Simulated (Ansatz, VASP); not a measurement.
**One calculation of VSi, two programs**

```
V Si
1.0
     0.00000    2.47582    2.47582
     2.47582    0.00000    2.47582
     2.47582    2.47582    0.00000
V Si
1 1
Direct
  0.00000 0.00000 0.00000
  0.50000 0.50000 0.50000
```

Change from the starting cell: volume scaled by 1.04.

Alike in both runs: task single point; functional PBE; k mesh 13 × 13 × 13; occupations fermi-dirac, width 0.03 eV; collinear spin.

|  | VASP | Ansatz |
| --- | --- | --- |
| version | VASP 6.6.1 | Ansatz 0.2.0 |
| potentials or method | VASP PAW PBE potentials, release 64 (V_sv, Si), cutoff 520 eV | all-electron LAPW, scalar-relativistic |

Ansatz gave:

* pressure (GPa): -5.1
* net moment per atom (μB): 0.00

Q: Which values does VASP return?

A: Pressure (GPa): -4.9; net moment per atom (μB): 0.00.

Ansatz ran all-electron here, so the differences hold the error of VASP's frozen core and of both bases. Ansatz warned: «seeded_moment_not_kept».
